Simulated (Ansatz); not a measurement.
Input and command of a calculation in Ansatz (plane waves; scalar-relativistic PAW potentials unless the input names others):

```yaml
crystal:
  lattice:
    - [3.8507732524, 0.0, 0.0]
    - [0.0, 4.0023741639, 0.0]
    - [0.0, 0.0, 4.0023741639]
  atoms:
    - { symbol: Ba, position: [0.5, 0.5, 0.5] }
    - { symbol: Ti, position: [0.0, 0.0, 0.0] }
    - { symbol: O, position: [0.5, 0.0, 0.0] }
    - { symbol: O, position: [0.0, 0.5, 0.0] }
    - { symbol: O, position: [0.0, 0.0, 0.5] }
basis:
  ecutwfc: 420
kpoints:
  mp_grid: { grid: [8, 7, 9] }
hamiltonian:
  xc: pbesol
scf:
  occupations: { method: gaussian, width: 0.02 }
  max_iter: 50
output:
  forces: true
  eigenvalues: true
  stress: true
```

```bash
ansatz run input.yaml --threads 1 --pin off --max-ram 2560MiB --backend cpu --events-out ev --progress --plain --runs-dir out
```

Abridged log:
```
Warning: crystal.symmetry: narrowed to the stabiliser of the k-point mesh — unitary ops 16 → 8; excluded 8 operations that carry a point of the 8×7×9 mesh (shift [0, 0, 0]) off the mesh (the run samples exactly the mesh kpoints.mp_grid names, as under crystal.symmetry.detect: false, and its converged state has the mesh's symmetry, not the crystal's; ε∞, the Born charges and the force constants of a linear response (`dielectric:` by the response, `phonons.method: dfpt`) are averaged over those of the crystal's operations that the state keeps within a tolerance, where `mesh_tensors`, `unaveraged ...
Pseudopotentials: kind: paw
Pseudopotential: Ba, paw, valence charge 10, recommended cutoff 420 eV (normal)
Pseudopotential: Ti, paw, valence charge 12, recommended cutoff 420 eV (normal)
Pseudopotential: O, paw, valence charge 6, recommended cutoff 420 eV (normal)
Functional definition: PBEsol
Crystal: 5 atoms, lattice volume = 61.686 Å³
Basis set: ecut = 420 eV, 1221 PW (Γ), exchange–correlation on 54×54×54 points (8 copies of the dense FFT grid, shifted against one another)
Bands: 25, of which v1, the nominal top of the filled ones, is band 20 counted from 1 (19 counted from 0)
Symmetry: 8 space group operations
k-points: 100 of 504
Initial density: superposition of atomic densities (neutral atoms: chi_scale 0, normalization atom), corrected by the library's trained network
Initial wavefunctions: pseudopotential atomic-orbital guess
Functional: x = pbesol(κ = 0.804, μ = 0.12345679), c = pbesol(β = 0.046)
SCF iter   1: F=—  HF=-10027.443869 eV  |F-HF|=—  |Δ(HF+E_count)|=         —  Δρ=1.68e-2  dr2=1.48e-1  ethr=1.77e-3  ⟨swp⟩=6.4  Hψ=12663  notcnv=0
SCF iter   2: F=—  HF=-10027.413126 eV  |F-HF|=—  |Δ(HF+E_count)|=   3.07e-2  Δρ=4.38e-3  dr2=1.37e-2  ethr=3.70e-4  ⟨swp⟩=2.2  Hψ=4480  notcnv=0  defer=100
SCF iter   3: F=—  HF=-10027.411489 eV  |F-HF|=—  |Δ(HF+E_count)|=   1.64e-3  Δρ=1.44e-3  dr2=1.51e-3  ethr=3.43e-5  ⟨swp⟩=2.0  Hψ=3748  notcnv=0  defer=100
SCF iter   4: F=—  HF=-10027.411290 eV  |F-HF|=—  |Δ(HF+E_count)|=   1.99e-4  Δρ=1.68e-4  dr2=1.37e-5  ethr=3.78e-6  ⟨swp⟩=2.0  Hψ=4570  notcnv=0
automatic band count: iteration 4 solves 24 bands in place of 25: the levels show a gap, and the empty bands left out lie too high to hold charge; the band table lists the bands solved (type scf.n_extra_bands for more)
SCF iter   5: F=—  HF=-10027.411555 eV  |F-HF|=—  |Δ(HF+E_count)|=   2.65e-4  Δρ=4.20e-5  dr2=8.95e-7  ethr=3.43e-8  ⟨swp⟩=2.0  Hψ=4387  notcnv=0
SCF iter   6: F=-10027.411555 eV  HF=-10027.411555 eV  |F-HF|=7.84e-9  |Δ(HF+E_count)|=   4.88e-9  Δρ=1.15e-5  dr2=6.21e-8  ethr=2.50e-10  ⟨swp⟩=6.5  Hψ=12368  notcnv=0
SCF 1 converged in 6 iterations: F = -10027.411555 eV  dr2 = 6.21e-8
SCF converged after 6 iterations
Free energy (F): -10027.411555 eV
Harris-Foulkes:  -10027.411555 eV  (|F-HF|=7.84e-9)
Internal energy: -10027.411555 eV  (E = F + TS)
E sigma→0 (E₀):  -10027.411555 eV
Fermi energy:    11.620075 eV
--- Forces (eV/Å), atoms counted from 1 ---
  atom   1  Ba     0.00000000     0.00000000     0.00000000
  atom   2  Ti     0.00000000     0.00000000     0.00000000
  atom   3  O      0.00000000     0.00000000     0.00000000
  atom   4  O      0.00000000     0.00000000     0.00000000
  atom   5  O      0.00000000     0.00000000     0.00000000
--- Stress (GPa, compression-positive) ---
        9.061199       0.000000       0.000000
        0.000000       0.012068       0.000000
        0.000000       0.000000       0.009930
  P = ⅓ Tr σ = 3.0277 GPa (30.277 kbar)
```

One setting here is unusual or wrong in general: a mesh that breaks the symmetry (kpoints.mp_grid.grid: [8, 8, 8] → [8, 7, 9]). For this cell it did little harm to the result: the run converged in 6 SCF iterations with an energy at zero smearing 0.02 meV/atom above the reference's, pressure 3.03 GPa, largest force 0.000 eV/Å, gap on the mesh 1.79 eV. The program drops the symmetry operations that the mesh breaks, which leaves more k-points to solve, 100 here. A reference run on usual settings, whose relaxation ended at this geometry, converged, and the end of its own relaxation has pressure 3.03 GPa, largest force 0.000 eV/Å, gap on the mesh 1.75 eV (its cell was held, or driven to that pressure on purpose).

It took 9.1 s on 1 thread of Arm Neoverse V1 (shared host), peak memory 0.41 GiB.